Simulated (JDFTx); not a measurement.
Crystal: Ni.

```xyz
1
Lattice="-1.3837 1.3837 1.3837 1.3837 -1.3837 1.3837 1.3837 1.3837 -1.3837" Properties=species:S:1:pos:R:3 pbc="T T T"
Ni    0.0000    0.0000    0.0000
```

This isn't the form of Ni at room conditions, which is fcc.

- Program: JDFTx 1.7.0 (patched build)
- Task: single point
- Functional: PBE
- Potentials or basis: PseudoDojo-SR-PBE-0.5-standard
- Cutoff: 1333 eV
- Density cutoff: 5333 eV
- k mesh: 13 × 13 × 13
- Occupations: fermi-dirac, width 0.05 eV
- Spin: collinear spin, ferromagnetic start
- Starting moments: [1.0] μB

On this cell: pressure 8.1 GPa; net moment 0.61 μB per cell; site moments Ni +0.63 μB; band gap on the k mesh none (metal or under the smearing width).

The same run follows on a disturbed copy (cell strained at random at fixed volume):

```
CELL_PARAMETERS angstrom
-1.38853 1.36313 1.43177
1.33108 -1.36244 1.37363
1.41530 1.38921 -1.43108
ATOMIC_POSITIONS crystal
Ni 0.97925 0.97687 0.98052
```

Question: What changes?

Answer: The energy (extrapolated to zero smearing) moves by +10.6 meV/atom; pressure 8.5 GPa; net moment 0.60 μB per cell; site moments Ni +0.63 μB; band gap on the k mesh none (metal or under the smearing width).

Stress tensor (GPa, compression positive):
```
 7.46 -3.11  7.12
-3.11  8.23 -0.45
 7.12 -0.45  9.67
```
